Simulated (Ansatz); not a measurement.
# ZnS (P6_3mc): elasticity against pressure

```
CELL_PARAMETERS angstrom
3.78157 0.00000 0.00000
-1.89079 3.27494 0.00000
0.00000 0.00000 6.20898
ATOMIC_POSITIONS crystal
Zn 0.33333 0.66667 0.00544
Zn 0.66667 0.33333 0.50544
S 0.33333 0.66667 0.37956
S 0.66667 0.33333 0.87956
```

This is the zero-pressure cell. At each pressure cell and atoms are relaxed in this structure, and the constants are slopes of the stress at strains of ±0.005 with relaxed ions (the coefficients that govern stability under load). Level: PBEsol, PAW on Ansatz 0.2.0's default frozen-core files (fitted under PBE), scalar-relativistic; k mesh 6×6×4, strains of ±0.005, fixed occupations, cutoff 420 eV. P is the pressure of the relaxed cell, less that of this one.

```csv
P (GPa),V/V₀,C11 (GPa),C12 (GPa),C13 (GPa),C33 (GPa),C44 (GPa)
0.00,1.0000,126.6,59.7,46.3,150.3,28.6
0.99,0.9879,130.6,64.2,50.5,155.5,28.4
1.98,0.9764,134.5,68.6,54.7,160.7,28.0
3.98,0.9553,142.2,77.5,63.2,170.7,27.4
6.98,?,?,?,?,?,?
9.97,0.9035,162.7,103.4,88.6,198.3,24.9
14.95,0.8695,177.6,124.7,109.6,219.3,22.4
```

**Question.** Does the bulk modulus from the constants agree with the pressure-volume curve?

**Answer.** A third-order Birch-Murnaghan fit to the volumes shown (F against f, f = [(V₀/V)^(2/3) − 1]/2) gives B₀ = 78.7 GPa and B′ = 4.4. Its −V dP/dV stands beside the Reuss value 1/ΣS_ij (i, j ≤ 3):

```csv
P (GPa),from P(V),from the constants
0.00,78.7,78.6
0.99,83.0,82.9
1.98,87.3,87.2
3.98,95.7,95.7
9.97,120.2,120.2
14.95,139.9,139.7
```

**Question.** What are the pressure derivatives at zero pressure?

**Answer.** Slopes at V₀ of quadratic fits in −ln(V/V₀) through the first four rows shown, divided by B₀: dC11/dP = 4.1, dC12/dP = 4.5, dC13/dP = 4.2, dC33/dP = 5.4, dC44/dP = -0.2. The mean slopes up to 2.0 GPa are 4.0, 4.5, 4.2, 5.2, -0.3; curvature and scatter of the constants part the two.

**Question.** Fill the row at 6.98 GPa.

**Answer.** Cubic fits in −ln(V/V₀) through all rows shown give C11 = 152.9, C12 = 90.5, C13 = 75.9, C33 = 184.9, C44 = 26.3 GPa. Computed: V/V₀ = 0.9276, C11 (GPa) = 152.9, C12 (GPa) = 90.6, C13 (GPa) = 75.9, C33 (GPa) = 184.7, C44 (GPa) = 26.3.

**Question.** Does a shear stiffness soften?

**Answer.** C44 goes from 28.6 to 22.4 GPa; (C11 − C12)/2 goes from 33.4 to 26.4 GPa. C44 and (C11 − C12)/2 soften under pressure, though the lattice stays mechanically stable over this range.

Limits of these numbers: no other phase was computed; many crystals of this kind change structure within this range, and rows or crossings beyond such a change describe a metastable lattice; frozen-core PAW files fitted under PBE, their cores solved anew for the functional of the run; constants at zero field, no piezoelectric stiffening; wurtzite ZnS is metastable at ambient conditions; phonons weren't checked at these pressures.
